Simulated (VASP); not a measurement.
The system is GaAs.

```
As Ga
1.0
     0.00000    2.82685    2.82685
     2.82685    0.00000    2.82685
     2.82685    2.82685    0.00000
As Ga
1 1
Direct
  0.75000 0.75000 0.75000
  0.00000 0.00000 0.00000
```

Base run:

```yaml
Program: VASP 6.6.1
Functional: r2SCAN
Potentials_or_basis: VASP PAW PBE potentials, release 64 (As, Ga_d)
Cutoff: 520 eV
k_mesh: 6 × 6 × 6
Occupations: gaussian, width 0.02 eV
Spin: spin-orbit coupling, no magnetisation
```

Its results: pressure 0.6 GPa.

**Question.** The run is repeated on the same cell with these changes: functional from r2SCAN to PBE; further incar settings from ALGO = Normal; EDIFF = 1e-06; NBANDS = 30 to ALGO = Fast; EDIFF = 1e-06; NBANDS = 30. What comes out?

**Answer.** Pressure 3.5 GPa.

Caveats: the PAW data sets were made with another functional, which shifts forces and pressure a little (some runs).
